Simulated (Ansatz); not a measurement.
# CaF₂, space group Fm-3m: a single point from a YAML input

Program: Ansatz's Python interface.

`input.yaml`
```yaml
crystal:
  lattice:
    - [0.0, 2.731, 2.731]
    - [2.731, 0.0, 2.731]
    - [2.731, 2.731, 0.0]
  atoms:
    - { symbol: Ca, position: [0.0, 0.0, 0.0] }
    - { symbol: F, position: [0.25, 0.25, 0.25] }
    - { symbol: F, position: [0.75, 0.75, 0.75] }
kpoints:
  mp_grid: { grid: [5, 5, 5] }
hamiltonian:
  xc: pbesol
scf:
  occupations: { method: fixed }
output:
  forces: true
```

Interactive session:
```pycon
>>> import ansatz as az
>>> import numpy as np
>>> outcome = az.Session.from_deck("input.yaml").plan().execute()
DeckWarning: basis.ecutwfc = 420 eV, auto-derived from the records' recommended cutoffs: set by Ca (normal level)
>>> data = outcome.report
>>> data["free_energy_ev"]
-3400.881420530832
>>> print(f"free energy      {data['free_energy_ev']:.5f} eV")
free energy      -3400.88142 eV
>>> print(f"per atom         {data['free_energy_ev'] / len(outcome.lattice.sites):.5f} eV")
per atom         -1133.62714 eV
>>> print(f"SCF iterations   {data['n_iterations']}  (converged: {data['converged']})")
SCF iterations   6  (converged: True)
>>> # forces in eV per angstrom
>>> forces = np.array(data["forces_ev_ang"])
>>> norms = np.linalg.norm(forces, axis=1)
>>> print("largest force {:.4f} eV/A on atom {}".format(norms.max(), norms.argmax()))
largest force 0.0000 eV/A on atom 1
>>> print(np.array2string(forces, precision=4, suppress_small=True))
[[-0.  0. -0.]
 [ 0.  0. -0.]
 [ 0.  0.  0.]]
```

What to keep in mind:
- Absolute energies stand on the zero of these potentials, so only differences at equal settings mean something.
- The structure is a deposited one; some such entries were measured under pressure or heat, so a shift against it needn't be the functional's error alone.
- Warnings are shown shortened and without file and line.
- Timing: 0.7 s on 1 thread of Arm Neoverse V2, on a shared host, peak memory 0.31 GiB.

(Lines on the test bed's own set-up are left out of the output.)
